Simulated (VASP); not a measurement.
# Ca (Immm) in VASP: a series of runs

One crystal, Ca, is run at these levels: PBE; tasks: single point.

All numbers are computed with VASP 6.6.1; they aren't measurements. Logs are shortened: lines on timing, memory, paths and dates and some standing lists are left out, and cuts for length are marked.

## Step 1: The structure

It takes space group Immm (No. 71, orthorhombic). Conventional cell: a = 4.193 Å, b = 4.203 Å, c = 4.891 Å, α = 90.00°, β = 90.00°, γ = 90.00°. Around Ca (site symmetry mmm) lie 12 Ca at 3.85 to 4.20 Å.

This isn't the form of Ca at room conditions, which is fcc.

## Step 2: Single point, PBE

The input, INCAR:

```
PREC     = Accurate       # precision mode
ENCUT    = 300            # plane-wave cutoff, eV
EDIFF    = 1E-6           # SCF threshold, eV
ISMEAR   = 1              # smearing method
SIGMA    = 0.1            # smearing width, eV
LREAL    = False          # projectors in reciprocal space
LASPH    = True           # aspherical terms in the spheres
NELM     = 100            # most SCF steps
ALGO     = Normal         # electronic algorithm
ISIF     = 2              # what is computed and relaxed
LWAVE    = False          # write WAVECAR
LCHARG   = False          # write CHGCAR
GGA      = PE             # functional
ADDGRID  = False
```

The input, KPOINTS:

```
Automatic mesh
0
Gamma
  4 4 4
```

The input, POSCAR:

```
Ca
1.0
   -2.1296130000      2.1366080000      2.5183870000
    2.0452440000     -2.1127450000      2.4255450000
    2.0940060000      2.0772270000     -2.4978770000
Ca
1
Direct
    0.5036690000      0.4760610000     -0.0172770000
```

Potentials or basis: VASP PAW PBE potentials, release 64 (Ca_pv).

The run is started by

```sh
cat potpaw_PBE.64/Ca_pv/POTCAR > POTCAR
mpirun -np 1 vasp_std > vasp.out
```

OUTCAR:

```text
PREC = Accurate
   ENCUT = 300
   EDIFF = 1E-6
   ISMEAR = 1
   LREAL = False
   LASPH = True
   NELM = 100
   ISIF = 2
   GGA = PE

 Found     36 irreducible k-points:

 Following reciprocal coordinates:
            Coordinates               Weight
  0.000000  0.000000  0.000000      1.000000
  0.250000  0.000000  0.000000      2.000000
  0.500000  0.000000  0.000000      1.000000
  0.000000  0.250000  0.000000      2.000000
  0.250000  0.250000  0.000000      2.000000
  0.500000  0.250000  0.000000      2.000000
   k-points           NKPTS =     36   k-points in BZ     NKDIM =     36   number of bands    NBANDS=      8
   number of dos      NEDOS =    301   number of ions     NIONS =      1
   total plane-waves  NPLWV =  13824
   dimension x,y,z NGX =    24 NGY =   24 NGZ =   24
   dimension x,y,z NGXF=    48 NGYF=   48 NGZF=   48
   ions per type =               1
   NGX,Y,Z   is equivalent  to a cutoff of  10.15, 10.47, 10.32 a.u.
   NGXF,Y,Z  is equivalent  to a cutoff of  20.31, 20.93, 20.65 a.u.
 SYSTEM =  unknown system
   PREC   = accura    normal or accurate (medium, high low for compatibility)
   ISTART =      0    job   : 0-new  1-cont  2-samecut
   ICHARG =      2    charge: 1-file 2-atom 10-const
   ISPIN  =      1    spin polarized calculation?
   LNONCOLLINEAR =      F non collinear calculations
   LSORBIT =      F    spin-orbit coupling
   LASPH  =      T    aspherical Exc in radial PAW
   ENCUT  =  300.0 eV  22.05 Ry    4.70 a.u.   5.55  5.38  5.46*2*pi/ulx,y,z
   NELM   =    100;   NELMIN=  2; NELMDL= -5     # of ELM steps
   EDIFF  = 0.1E-05   stopping-criterion for ELM
   LREAL  =      F    real-space projection
   EDIFFG = 0.1E-04   stopping-criterion for IOM
   NSW    =      0    number of steps for IOM
   IBRION =     -1    ionic relax: 0-MD 1-quasi-New 2-CG
   NFREE  =      0    steps in history (QN), initial steepest desc. (CG)
   ISIF   =      2    stress and relaxation
   ISYM   =      2    0-nonsym 1-usesym 2-fastsym
   POTIM  = 0.5000    time-step for ionic-motion
   TEBEG  =    0.0;   TEEND  =   0.0 temperature during run
   PSTRESS=    0.0 pullay stress
   NELECT =       8.0000    total number of electrons
   NUPDOWN=      -1.0000    fix difference up-down
   EMIN   =  10.00;   EMAX   =-10.00  energy-range for DOS
   EFERMI =   0.00;   METHOD = LEGACY
   ISMEAR =     1;   SIGMA  =   0.10  broadening in eV -4-tet -1-fermi 0-gaus
   EFERMI_NEDOS =   21; number of points for ismear=-14 and -15
   IALGO  =     38    algorithm
   IMIX   =      4    mixing-type and parameters
     AMIX     =   0.40;   BMIX     =  1.00
     AMIX_MAG =   1.60;   BMIX_MAG =  1.00
  volume/ion in A,a.u.               =      43.10       290.85
  Fermi-wavevector in a.u.,A,eV,Ry     =   0.933859  1.764737 11.865531  0.872092
  Thomas-Fermi vector in A             =   2.060604
   LORBIT       =      0    0 simple, 1 ext, 2 COOP (PROOUT), +10 PAW based schemes
   GGA     = PE    functional components
   LHFCALC =     F    Hartree Fock is set to
   AEXX    =    0.0000 exact exchange contribution
   IVDW    =     0    specifies the selected vdW correction
   LEPSILON=     F    determine dielectric tensor
   LRPA    =     F    only Hartree local field effects (RPA)
 non-spin polarized calculation
 Methfessel and Paxton  Order N= 1 SIGMA  =   0.10
  energy-cutoff  :      300.00
  volume of cell :       43.10
 maximum number of plane-waves:       515
 NGX is ok and might be reduce to    24

 number of electron       7.9999998 magnetization

 Free energy of the ion-electron system (eV)
  ---------------------------------------------------
  ext. energy  EPLUGINS =         0.00000000
  ---------------------------------------------------
  free energy    TOTEN  =        -1.94176160 eV

  energy without entropy =       -1.94053191  energy(sigma->0) =       -1.94135171

 E-fermi :   2.2245     XC(G=0):  -7.6389

 val. band max:        2.1177913729   @ k =   0.0000   0.5000   0.0000
 cond. band min:       2.2458195014   @ k =  -0.2500   0.2500   0.5000
 fundamental gap:      0.1280281285
 Fermi energy:         2.2244806668

 k-point     1 :       0.0000    0.0000    0.0000
  band No.  band energies     occupation
      1     -20.9185      2.00000
      2     -20.9104      2.00000
      3     -20.8838      2.00000
      4      -1.8736      2.00000
      5       4.1983     -0.00000
      6       4.3224      0.00000
      7       4.9155      0.00000
      8       4.9477      0.00000

 k-point     2 :       0.2500    0.0000    0.0000
  band No.  band energies     occupation
      1     -20.9662      2.00000
      2     -20.9334      2.00000
      3     -20.8940      2.00000
      4      -0.8785      2.00000
      5       3.5099     -0.00000
      6       4.1825     -0.00000
      7       4.9213      0.00000
      8       5.3264      0.00000

 k-point     3 :       0.5000    0.0000    0.0000
  band No.  band energies     occupation
      1     -21.0292      2.00000
      2     -20.9484      2.00000
      3     -20.8958      2.00000
      4       1.1226      2.00000
      5       1.9168      2.00012
      6       3.8701     -0.00000
      7       4.8313      0.00000
      8       5.8153      0.00000

 k-point     4 :       0.0000    0.2500    0.0000
  band No.  band energies     occupation
      1     -20.9754      2.00000
      2     -20.9309      2.00000
      3     -20.8999      2.00000
      4      -0.8103      2.00000
      5       3.6617     -0.00000
      6       4.1711     -0.00000
      7       4.8999      0.00000
      8       5.2265      0.00000

 k-point     5 :       0.2500    0.2500    0.0000
  band No.  band energies     occupation
      1     -21.0111      2.00000
      2     -20.9657      2.00000
      3     -20.9093      2.00000
      4       0.8173      2.00000
      5       2.8417     -0.00000
      6       3.4357     -0.00000
      7       5.0522      0.00000
      8       5.3821      0.00000

 k-point     6 :       0.5000    0.2500    0.0000
  band No.  band energies     occupation
      1     -21.0029      2.00000
      2     -20.9642      2.00000
      3     -20.9191      2.00000
      4       1.0283      2.00000
      5       2.7099     -0.00000
      6       3.3099     -0.00000
      7       5.1357      0.00000
      8       5.9041      0.00000

 [... further k-points ...]

------------------------ aborting loop because EDIFF is reached ----------------------------------------

  FORCE on cell =-STRESS in cart. coord.  units (eV):
  Direction    XX          YY          ZZ          XY          YZ          ZX
  --------------------------------------------------------------------------------------
  -------------------------------------------------------------------------------------
  Total       -0.2518975     -0.2628672      0.2802615      0.0780292     -0.0602618      0.2532548
  in kB       -9.3640413     -9.7718306     10.4184472      2.9006573     -2.2401735      9.4145006
  external PRESSURE =      -2.9058082 kB  Pullay stress =       0.0000000 kB

 VOLUME and BASIS-vectors are now :
 -----------------------------------------------------------------------------
  energy-cutoff  :      300.00
  volume of cell :       43.10
      direct lattice vectors                 reciprocal lattice vectors
    -2.129613000  2.136608000  2.518387000     0.005544617  0.236380961  0.201221828
     2.045244000 -2.112745000  2.425545000     0.245206417  0.001067158  0.206447491
     2.094006000  2.077227000 -2.497877000     0.243696023  0.239358134  0.003003396

 POSITION                                       TOTAL-FORCE (eV/Angst)
 -----------------------------------------------------------------------------------
      1.95887      2.11169     -0.03158         0.000000      0.000000      0.000000
 -----------------------------------------------------------------------------------
    total drift:                                0.000011      0.000008      0.000004

  FREE ENERGIE OF THE ION-ELECTRON SYSTEM (eV)
  ---------------------------------------------------
  free  energy   TOTEN  =        -1.9417616003 eV

  energy  without entropy=       -1.9405319147  energy(sigma->0) =       -1.94135171
```

It took 3.5 s on 1 thread of Intel Xeon Platinum 8488C (Sapphire Rapids), shared host; peak memory 0.13 GiB.

These settings aren't checked as converged: the numbers below hold their error.

Results:

- Free energy: -1.9418 eV
- Pressure: -0.3 GPa
- Band gap on the k mesh: none (metal or under the smearing width)

Caveat: the k mesh is coarse (spacing up to 0.54 Å⁻¹), so the values aren't converged.

## Step 3: Single point, PBE

This run uses another cell than the first one, of the same volume but with other edges.

Edit INCAR of step 2 so:

```diff
@@ -1,3 +1,3 @@
 PREC     = Accurate       # precision mode
-ENCUT    = 300            # plane-wave cutoff, eV
+ENCUT    = 350            # plane-wave cutoff, eV
 EDIFF    = 1E-6           # SCF threshold, eV
```

KPOINTS is that of step 2.

The input, POSCAR:

```
Ca
1.0
   -2.0964874600      2.1017318100      2.4453524600
    2.0964874600     -2.1017318100      2.4453524600
    2.0964874600      2.1017318100     -2.4453524600
Ca
1
Direct
    0.5000000000      0.5000000000      0.0000000000
```

Potentials or basis: VASP PAW PBE potentials, release 64 (Ca_pv).

The run is started by

```sh
cat potpaw_PBE.64/Ca_pv/POTCAR > POTCAR
mpirun -np 1 vasp_std > vasp.out
```

It took 2.5 s on 1 thread of Intel Xeon Platinum 8488C (Sapphire Rapids), shared host; peak memory 0.13 GiB.

The run converged, but some of its settings lie outside the range that counts as converged, so its numbers aren't taken as properties of the crystal.

Results:

```yaml
Free_energy: -1.9412 eV
Pressure: -0.3 GPa
Band_gap_on_the_k_mesh: none (metal or under the smearing width)
```

Caveat: the k mesh is coarse (spacing up to 0.53 Å⁻¹), so the values aren't converged.

## Step 4: Single point, PBE

INCAR is that of step 3.

KPOINTS is that of step 3.

The input, POSCAR:

```
Ca
1.0
   -2.1296130000      2.1366080000      2.5183870000
    2.0452440000     -2.1127450000      2.4255450000
    2.0940060000      2.0772270000     -2.4978770000
Ca
1
Direct
    0.5036690000      0.4760610000     -0.0172770000
```

The run is started by

```sh
cat potpaw_PBE.64/Ca_pv/POTCAR > POTCAR
mpirun -np 1 vasp_std > vasp.out
```

It took 3.6 s on 1 thread of Intel Xeon Platinum 8488C (Sapphire Rapids), shared host; peak memory 0.13 GiB.

These settings aren't checked as converged: the numbers below hold their error.

What came out:

```yaml
Free_energy: -1.9419 eV
Pressure: -0.3 GPa
Band_gap_on_the_k_mesh: none (metal or under the smearing width)
```

Caveat: the k mesh is coarse (spacing up to 0.54 Å⁻¹), so the values aren't converged.

## Step 5: Single point, PBE

This run uses another cell than the first one, of the same volume but with other edges.

Edit INCAR of step 4 so:

```diff
@@ -1,3 +1,3 @@
 PREC     = Accurate       # precision mode
-ENCUT    = 350            # plane-wave cutoff, eV
+ENCUT    = 400            # plane-wave cutoff, eV
 EDIFF    = 1E-6           # SCF threshold, eV
```

KPOINTS is that of step 4.

The input, POSCAR:

```
Ca
1.0
   -2.0964874600      2.1017318100      2.4453524600
    2.0964874600     -2.1017318100      2.4453524600
    2.0964874600      2.1017318100     -2.4453524600
Ca
1
Direct
    0.5000000000      0.5000000000      0.0000000000
```

The run is started by

```sh
cat potpaw_PBE.64/Ca_pv/POTCAR > POTCAR
mpirun -np 1 vasp_std > vasp.out
```

It took 3.8 s on 1 thread of Intel Xeon Platinum 8488C (Sapphire Rapids), shared host; peak memory 0.14 GiB.

These settings aren't checked as converged: the numbers below hold their error.

Results:

| Property | Result |
| --- | --- |
| Free energy | -1.9413 eV |
| Pressure | -0.3 GPa |
| Band gap on the k mesh | none (metal or under the smearing width) |

Caveat: the k mesh is coarse (spacing up to 0.53 Å⁻¹), so the values aren't converged.

## Step 6: Single point, PBE

INCAR is that of step 5.

KPOINTS is that of step 5.

The input, POSCAR:

```
Ca
1.0
   -2.1296130000      2.1366080000      2.5183870000
    2.0452440000     -2.1127450000      2.4255450000
    2.0940060000      2.0772270000     -2.4978770000
Ca
1
Direct
    0.5036690000      0.4760610000     -0.0172770000
```

Potentials or basis: VASP PAW PBE potentials, release 64 (Ca_pv).

The run is started by

```sh
cat potpaw_PBE.64/Ca_pv/POTCAR > POTCAR
mpirun -np 1 vasp_std > vasp.out
```

Run time: 5.8 s. Hardware: 1 thread of Intel Xeon Platinum 8488C (Sapphire Rapids), shared host; peak memory 0.15 GiB.

These settings aren't checked as converged: the numbers below hold their error.

Results:

- Free energy: -1.9420 eV
- Pressure: -0.3 GPa
- Band gap on the k mesh: none (metal or under the smearing width)

Caveat: the k mesh is coarse (spacing up to 0.54 Å⁻¹), so the values aren't converged.

## Step 7: The reference run

An earlier run on the cell as given: functional PBE; potentials or basis VASP PAW PBE potentials, release 64 (Ca_sv); cutoff 520 eV; k mesh 9 × 9 × 9; occupations fermi-dirac, width 0.05 eV; no spin polarisation.

- Pressure: -0.4 GPa
- Band gap on the k mesh: none (metal or under the smearing width)
